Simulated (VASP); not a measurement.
# CdTe (F-43m) in VASP: further runs

One crystal, CdTe, is run at these levels: PBE; tasks: band structure, Born charges and dielectric tensor.

Program: VASP 6.6.1. These are calculated values, not measurements. Logs are shortened: lines on timing, memory, paths and dates and some standing lists are left out, and cuts for length are marked.

**Experimental background.**

From a printed reference work, data compilation, for a bulk crystal of CdTe at 0 K: band gap 1.607 eV.

How close the calculation comes is told below.

## (1) Starting point

The structure is cubic, space group F-43m (No. 216). The conventional cell has a = 6.410 Å, b = 6.410 Å, c = 6.410 Å, α = 90.00°, β = 90.00°, γ = 90.00°. Cd (site symmetry -43m) has 4 Te at 2.78 Å as nearest neighbours. Te (site symmetry -43m) has 4 Cd at 2.78 Å as nearest neighbours.

## (2) Band structure, PBE

Input file POSCAR:

```
CdTe
1.0
    0.0000000000      3.2050000000      3.2050000000
    3.2050000000      0.0000000000      3.2050000000
    3.2050000000      3.2050000000      0.0000000000
Cd Te
1 1
Direct
    0.0000000000      0.0000000000      0.0000000000
    0.2500000000      0.2500000000      0.2500000000
```

Input file INCAR.step1:

```
SYSTEM = CdTe
PREC     = Accurate       ! precision mode
ENCUT    = 520            ! plane-wave cutoff, eV
EDIFF    = 1E-7           ! SCF threshold, eV
ISMEAR   = 0              ! smearing method
SIGMA    = 0.02           ! smearing width, eV
LREAL    = .False.        ! projectors in reciprocal space
LASPH    = .True.         ! aspherical terms in the spheres
NELM     = 80             ! most SCF steps
ALGO     = Normal         ! electronic algorithm
ISIF     = 2              ! what is computed and relaxed
LWAVE    = .False.        ! write WAVECAR
LCHARG   = .True.         ! write CHGCAR
GGA      = PE             ! functional
```

Input file KPOINTS.step1:

```
regular mesh
0
Gamma
  8 8 8
  0 0 0
```

Input file INCAR.step2:

```
SYSTEM = CdTe
PREC     = Accurate       ! precision mode
ENCUT    = 520            ! plane-wave cutoff, eV
EDIFF    = 1E-7           ! SCF threshold, eV
ISMEAR   = 0              ! smearing method
SIGMA    = 0.05           ! smearing width, eV
LREAL    = .False.        ! projectors in reciprocal space
LASPH    = .True.         ! aspherical terms in the spheres
NELM     = 80             ! most SCF steps
ALGO     = Normal         ! electronic algorithm
ISIF     = 2              ! what is computed and relaxed
LWAVE    = .False.        ! write WAVECAR
LCHARG   = .False.        ! write CHGCAR
GGA      = PE             ! functional
ICHARG   = 11             ! starting density
```

Input file KPOINTS.step2:

```
path GXWKGLUWLK,UX
20
line-mode
reciprocal
 0.0000000000  0.0000000000  0.0000000000  G
 0.5000000000  0.0000000000  0.5000000000  X

 0.5000000000  0.0000000000  0.5000000000  X
 0.5000000000  0.2500000000  0.7500000000  W

 0.5000000000  0.2500000000  0.7500000000  W
 0.3750000000  0.3750000000  0.7500000000  K

 0.3750000000  0.3750000000  0.7500000000  K
 0.0000000000  0.0000000000  0.0000000000  G

 0.0000000000  0.0000000000  0.0000000000  G
 0.5000000000  0.5000000000  0.5000000000  L

 0.5000000000  0.5000000000  0.5000000000  L
 0.6250000000  0.2500000000  0.6250000000  U

 0.6250000000  0.2500000000  0.6250000000  U
 0.5000000000  0.2500000000  0.7500000000  W

 0.5000000000  0.2500000000  0.7500000000  W
 0.5000000000  0.5000000000  0.5000000000  L

 0.5000000000  0.5000000000  0.5000000000  L
 0.3750000000  0.3750000000  0.7500000000  K

 0.6250000000  0.2500000000  0.6250000000  U
 0.5000000000  0.0000000000  0.5000000000  X
```

Potentials or basis: VASP PAW PBE potentials, release 64 (Cd, Te).

Launch:

```
$ cat potpaw_PBE.64/Cd/POTCAR potpaw_PBE.64/Te/POTCAR > POTCAR
$ cp INCAR.step1 INCAR
$ cp KPOINTS.step1 KPOINTS
$ mpirun -np 1 vasp_std > vasp.out
$ cp INCAR.step2 INCAR
$ cp KPOINTS.step2 KPOINTS
$ mpirun -np 1 vasp_std > vasp.out
```

OUTCAR:

```text
SYSTEM = CdTe
   PREC = Accurate
   ENCUT = 520
   EDIFF = 1E-7
   ISMEAR = 0
   LREAL = .False.
   LASPH = .True.
   NELM = 80
   ISIF = 2
   GGA = PE
   ICHARG = 11

 ion  position               nearest neighbor table
   1  0.000  0.000  0.000-   2 2.78   2 2.78   2 2.78   2 2.78
   2  0.250  0.250  0.250-   1 2.78   1 2.78   1 2.78   1 2.78

  LATTYP: Found a face centered cubic cell.
 ALAT       =     6.4100000000

  Lattice vectors:

 A1 = (   0.0000000000,   3.2050000000,   3.2050000000)
 A2 = (   3.2050000000,   0.0000000000,   3.2050000000)
 A3 = (   3.2050000000,   3.2050000000,   0.0000000000)

Analysis of symmetry for initial positions (statically):
=====================================================================
 Subroutine PRICEL returns:
 Original cell was already a primitive cell.

 Routine SETGRP: Setting up the symmetry group for a
 face centered cubic supercell.

 Subroutine GETGRP returns: Found 24 space group operations
 (whereof 24 operations were pure point group operations)
 out of a pool of 48 trial point group operations.

The static configuration has the point symmetry T_d .

Analysis of symmetry for dynamics (positions and initial velocities):
=====================================================================
 Subroutine PRICEL returns:
 Original cell was already a primitive cell.

 Routine SETGRP: Setting up the symmetry group for a
 face centered cubic supercell.

 Subroutine GETGRP returns: Found 24 space group operations
 (whereof 24 operations were pure point group operations)
 out of a pool of 48 trial point group operations.

The dynamic configuration has the point symmetry T_d .

 Subroutine INISYM returns: Found 24 space group operations
 (whereof 24 operations are pure point group operations),
 and found     1 'primitive' translations

----------------------------------------------------------------------------------------

                                     Primitive cell

  volume of cell :      65.8437

  direct lattice vectors                    reciprocal lattice vectors
     0.000000000  3.205000000  3.205000000    -0.156006240  0.156006240  0.156006240
     3.205000000  0.000000000  3.205000000     0.156006240 -0.156006240  0.156006240
     3.205000000  3.205000000  0.000000000     0.156006240  0.156006240 -0.156006240

  length of vectors
     4.532554467  4.532554467  4.532554467     0.270210734  0.270210734  0.270210734

  position of ions in fractional coordinates (direct lattice)
     0.000000000  0.000000000  0.000000000
     0.250000000  0.250000000  0.250000000
[... 83 lines left out ...]
   NUPDOWN=      -1.0000    fix difference up-down
   EMIN   =  10.00;   EMAX   =-10.00  energy-range for DOS
   EFERMI =   0.00;   METHOD = LEGACY
   ISMEAR =     0;   SIGMA  =   0.05  broadening in eV -4-tet -1-fermi 0-gaus
   EFERMI_NEDOS =   21; number of points for ismear=-14 and -15
   IALGO  =     38    algorithm
   IMIX   =      4    mixing-type and parameters
     AMIX     =   0.40;   BMIX     =  1.00
     AMIX_MAG =   1.60;   BMIX_MAG =  1.00
  volume/ion in A,a.u.               =      32.92       222.17
  Fermi-wavevector in a.u.,A,eV,Ry     =   1.062497  2.007828 15.359610  1.128899
  Thomas-Fermi vector in A             =   2.197950
   LORBIT       =      0    0 simple, 1 ext, 2 COOP (PROOUT), +10 PAW based schemes
   GGA     = PE    functional components
   LHFCALC =     F    Hartree Fock is set to
   AEXX    =    0.0000 exact exchange contribution
   IVDW    =     0    specifies the selected vdW correction
   LEPSILON=     F    determine dielectric tensor
   LRPA    =     F    only Hartree local field effects (RPA)
 non-spin polarized calculation
 Gauss-broadening in eV      SIGMA  =   0.05
  energy-cutoff  :      520.00
  volume of cell :       65.84
 maximum number of plane-waves:      1810
 NGX is ok and might be reduce to    36

 number of electron      17.9999995 magnetization

 Free energy of the ion-electron system (eV)
  ---------------------------------------------------
  ext. energy  EPLUGINS =         0.00000000
  ---------------------------------------------------
  free energy    TOTEN  =        -4.94753325 eV

  energy without entropy =       -4.94753325  energy(sigma->0) =       -4.94753325

 E-fermi :   2.9130     XC(G=0):  -8.7319

 val. band max:        2.6543277919   @ k =   0.0000   0.0000   0.0000
 cond. band min:       3.5280776049   @ k =   0.0000   0.0000   0.0000
 fundamental gap:      0.8737498131
 Fermi energy:         2.9129940177

 k-point     1 :       0.0000    0.0000    0.0000
  band No.  band energies     occupation
      1      -8.7139      2.00000
      2      -5.7529      2.00000
      3      -5.7529      2.00000
      4      -5.7529      2.00000
      5      -5.4651      2.00000
      6      -5.4651      2.00000
      7       2.6543      2.00000
      8       2.6543      2.00000
      9       2.6543      2.00000
     10       3.5281      0.00000
     11       7.2316      0.00000
     12       7.2316      0.00000
     13       7.2316      0.00000
[... 354 lines left out ...]
  band No.  band energies     occupation
      1      -8.1562      2.00000
      2      -5.5908      2.00000
      3      -5.5751      2.00000
      4      -5.5647      2.00000
      5      -5.4328      2.00000
      6      -4.9307      2.00000
      7      -1.8093      2.00000
      8       0.6430      2.00000
      9       0.6497      2.00000
     10       5.2647      0.00000
     11       5.3893      0.00000
     12      11.4144      0.00000
     13      11.6872      0.00000

 [... further k-points ...]

------------------------ aborting loop because EDIFF is reached ----------------------------------------

  FORCE on cell =-STRESS in cart. coord.  units (eV):
  Direction    XX          YY          ZZ          XY          YZ          ZX
  --------------------------------------------------------------------------------------
  -------------------------------------------------------------------------------------
  Total        1.3080458      1.3080458      1.3080458      0.0000000      0.0000000      0.0000000
  in kB       31.8287394     31.8287394     31.8287394      0.0000000      0.0000000      0.0000000
  external PRESSURE =      31.8287394 kB  Pullay stress =       0.0000000 kB

 VOLUME and BASIS-vectors are now :
 -----------------------------------------------------------------------------
  energy-cutoff  :      520.00
  volume of cell :       65.84
      direct lattice vectors                 reciprocal lattice vectors
     0.000000000  3.205000000  3.205000000    -0.156006240  0.156006240  0.156006240
     3.205000000  0.000000000  3.205000000     0.156006240 -0.156006240  0.156006240
     3.205000000  3.205000000  0.000000000     0.156006240  0.156006240 -0.156006240

 POSITION                                       TOTAL-FORCE (eV/Angst)
 -----------------------------------------------------------------------------------
      0.00000      0.00000      0.00000         0.000000      0.000000      0.000000
      1.60250      1.60250      1.60250        -0.000000     -0.000000     -0.000000
 -----------------------------------------------------------------------------------
    total drift:                               -0.000000     -0.000000     -0.000000

  FREE ENERGIE OF THE ION-ELECTRON SYSTEM (eV)
  ---------------------------------------------------
  free  energy   TOTEN  =        -4.9475332460 eV

  energy  without entropy=       -4.9475332460  energy(sigma->0) =       -4.94753325
```

OUTCAR.step1:

```text
SYSTEM = CdTe
   PREC = Accurate
   ENCUT = 520
   EDIFF = 1E-7
   ISMEAR = 0
   LREAL = .False.
   LASPH = .True.
[... 607 lines left out ...]
      0.00000      0.00000      0.00000         0.000000      0.000000      0.000000
      1.60250      1.60250      1.60250        -0.000000     -0.000000     -0.000000
 -----------------------------------------------------------------------------------
    total drift:                               -0.000000     -0.000000     -0.000000

  FREE ENERGIE OF THE ION-ELECTRON SYSTEM (eV)
  ---------------------------------------------------
  free  energy   TOTEN  =        -4.7267176233 eV

  energy  without entropy=       -4.7267176233  energy(sigma->0) =       -4.72671762
```

Wall time 5.3 min (1 thread of AMD EPYC 7R43 (Zen 3), shared host); peak memory 0.3 GiB.

What came out:

- Band gap on the k mesh: 0.87 eV, direct
- Band gap along the path: 0.87 eV, direct

Levels at the corners of the path, in eV from the valence-band top:
```tsv
point	band 5	band 6	band 7	band 8	band 9	band 10	band 11	band 12	band 13
Γ	-8.12	-8.12	0.00	0.00	0.00	0.87	4.58	4.58	4.58
X	-8.09	-7.59	-4.47	-1.98	-1.98	2.53	2.66	9.03	9.30
X	-8.09	-7.59	-4.47	-1.98	-1.98	2.53	2.66	9.03	9.30
W	-8.12	-7.50	-4.35	-2.46	-2.34	4.37	4.67	5.60	6.27
W	-8.12	-7.50	-4.35	-2.46	-2.34	4.37	4.67	5.60	6.27
K	-8.10	-7.54	-4.37	-2.71	-1.64	2.87	4.57	7.41	7.53
K	-8.10	-7.54	-4.37	-2.71	-1.64	2.87	4.57	7.41	7.53
Γ	-8.12	-8.12	0.00	0.00	0.00	0.87	4.58	4.58	4.58
Γ	-8.12	-8.12	0.00	0.00	0.00	0.87	4.58	4.58	4.58
L	-8.11	-7.74	-4.62	-0.83	-0.83	1.85	5.17	5.17	7.10
L	-8.11	-7.74	-4.62	-0.83	-0.83	1.85	5.17	5.17	7.10
U	-8.10	-7.54	-4.37	-2.71	-1.64	2.87	4.57	7.41	7.53
U	-8.10	-7.54	-4.37	-2.71	-1.64	2.87	4.57	7.41	7.53
W	-8.12	-7.50	-4.35	-2.46	-2.34	4.37	4.67	5.60	6.27
W	-8.12	-7.50	-4.35	-2.46	-2.34	4.37	4.67	5.60	6.27
L	-8.11	-7.74	-4.62	-0.83	-0.83	1.85	5.17	5.17	7.10
L	-8.11	-7.74	-4.62	-0.83	-0.83	1.85	5.17	5.17	7.10
K	-8.10	-7.54	-4.37	-2.71	-1.64	2.87	4.57	7.41	7.53
U	-8.10	-7.54	-4.37	-2.71	-1.64	2.87	4.57	7.41	7.53
X	-8.09	-7.59	-4.47	-1.98	-1.98	2.53	2.66	9.03	9.30
```

Caveat: the log is that of the step along the path at fixed density, whose energy, stress, charges and moments have no meaning; spin-orbit coupling is left out, which moves the levels of the heavy elements.

## (3) Born charges and dielectric tensor, PBE

Input file INCAR:

```
PREC = Accurate ; ENCUT = 520
EDIFF = 1E-8 ; ISMEAR = 0
SIGMA = 0.02 ; LREAL = False
LASPH = True ; NELM = 80
ALGO = Normal ; ISIF = 2
LWAVE = False ; LCHARG = False
GGA = PE ; LEPSILON = True
IBRION = 8 ; NSW = 1
```

Input file KPOINTS:

```
Automatic mesh
0
Gamma
  8 8 8
```

POSCAR is that of step 2.

Potentials or basis: VASP PAW PBE potentials, release 64 (Cd, Te).

Launch:

```
$ cat potpaw_PBE.64/Cd/POTCAR potpaw_PBE.64/Te/POTCAR > POTCAR
$ mpirun -np 1 vasp_std > vasp.out
```

OUTCAR:

```text
PREC = Accurate
   ENCUT = 520
   EDIFF = 1E-8
   ISMEAR = 0
   LREAL = False
   LASPH = True
   NELM = 80
   ISIF = 2
   GGA = PE
   LEPSILON = True
   IBRION = 8
   NSW = 1

 ion  position               nearest neighbor table
   1  0.000  0.000  0.000-   2 2.78   2 2.78   2 2.78   2 2.78
   2  0.250  0.250  0.250-   1 2.78   1 2.78   1 2.78   1 2.78

  LATTYP: Found a face centered cubic cell.
 ALAT       =     6.4100000000

  Lattice vectors:

 A1 = (   0.0000000000,   3.2050000000,   3.2050000000)
 A2 = (   3.2050000000,   0.0000000000,   3.2050000000)
 A3 = (   3.2050000000,   3.2050000000,   0.0000000000)

Analysis of symmetry for initial positions (statically):
=====================================================================
 Subroutine PRICEL returns:
 Original cell was already a primitive cell.

 Routine SETGRP: Setting up the symmetry group for a
[... 685 lines left out ...]

 SECOND DERIVATIVES (NOT SYMMETRIZED)
 ------------------------------------
               1X          1Y          1Z          2X          2Y          2Z
  1X    -5.288122    0.000000    0.000000    5.288122    0.000000    0.000000
  1Y     0.000000   -5.288122    0.000000    0.000000    5.288122    0.000000
  1Z     0.000000    0.000000   -5.288122    0.000000    0.000000    5.288122
  2X     5.310370    0.000000    0.000000   -5.310370    0.000000    0.000000
  2Y     0.000000    5.310370    0.000000    0.000000   -5.310370    0.000000
  2Z     0.000000    0.000000    5.310370    0.000000    0.000000   -5.310370

 Eigenvectors and eigenvalues of the dynamical matrix
 ----------------------------------------------------

   1 f  =    4.654950 THz    29.247911 2PiTHz  155.272405 cm-1    19.251316 meV
             X         Y         Z           dx          dy          dz
      0.000000  0.000000  0.000000     0.728421    0.000000    0.000000
      1.602500  1.602500  1.602500    -0.685130    0.000000    0.000000
[... 21 lines left out ...]
   6 f/i=    0.004877 THz     0.030641 2PiTHz    0.162666 cm-1     0.020168 meV
             X         Y         Z           dx          dy          dz
      0.000000  0.000000  0.000000     0.413702    0.503334    0.211916
      1.602500  1.602500  1.602500     0.439843    0.535138    0.225306

--------------------------------------------------------------------------------------------------------

 MACROSCOPIC STATIC DIELECTRIC TENSOR IONIC CONTRIBUTION
 ------------------------------------------------------
           2.463779     0.000000    -0.000000
           0.000000     2.463779     0.000000
          -0.000000     0.000000     2.463779
 ------------------------------------------------------

 ELASTIC MODULI CONTR FROM IONIC RELAXATION (kBar)
 Direction    XX          YY          ZZ          XY          YZ          ZX
 --------------------------------------------------------------------------------
 XX           0.0000      0.0000      0.0000      0.0000      0.0000      0.0000
 YY           0.0000      0.0000      0.0000      0.0000      0.0000      0.0000
 ZZ           0.0000      0.0000      0.0000      0.0000      0.0000      0.0000
 XY           0.0000      0.0000      0.0000   -279.6225      0.0000      0.0000
 YZ           0.0000      0.0000      0.0000      0.0000   -279.6225      0.0000
 ZX           0.0000      0.0000      0.0000      0.0000      0.0000   -279.6225
 --------------------------------------------------------------------------------

 PIEZOELECTRIC TENSOR IONIC CONTR  for field in x, y, z        (C/m^2)
          XX          YY          ZZ          XY          YZ          ZX
  --------------------------------------------------------------------------------
  x     0.00000     0.00000     0.00000    -0.00000     0.78101     0.00000
  y     0.00000     0.00000     0.00000    -0.00000     0.00000     0.78101
  z     0.00000     0.00000     0.00000     0.78101     0.00000     0.00000
```

Run time: 34 min. Hardware: 1 thread of AMD EPYC 7R43 (Zen 3), shared host; peak memory 0.35 GiB.

Results:

```yaml
Band_gap_on_the_k_mesh: 0.87 eV, direct
Electronic_dielectric_tensor_diagonal: 9.81
Born_charges_mean_of_the_diagonal: Cd +2.18; Te -2.18 e
Highest_phonon_frequency_at_Γ_LO-TO_splitting_left_out: 155 cm⁻¹
```

Phonon frequencies in cm⁻¹ (negative: imaginary):
| q point | frequencies |
| --- | --- |
| (0.000, 0.000, 0.000) | 0 0 0 155 155 155 |

Electronic dielectric tensor:
```
9.81 0.00 0.00
0.00 9.81 0.00
0.00 0.00 9.81
```

Born effective charge tensors (e):
atom 1, Cd
```
2.18 0.00 0.00
0.00 2.18 0.00
0.00 0.00 2.18
```
atom 2, Te
```
-2.18  0.00  0.00
 0.00 -2.18  0.00
 0.00  0.00 -2.18
```

Caveat: spin-orbit coupling is left out, which moves the levels of the heavy elements.

## (4) How close it comes

Step 2. Against the measured gap of CdTe, 1.607 eV (0 K; a printed reference work, data compilation), the calculated 0.87 eV is off by -0.73 eV. Spin-orbit coupling on Cd, Te is left out. The value is that of PBE, without temperature or zero-point motion. Semilocal functionals fall short of measured gaps as a rule.

Step 3. Against the measured gap of CdTe, 1.607 eV (0 K; a printed reference work, data compilation), the calculated 0.87 eV is off by -0.73 eV. Spin-orbit coupling on Cd, Te is left out. The value is that of PBE, without temperature or zero-point motion. Semilocal functionals fall short of measured gaps as a rule.
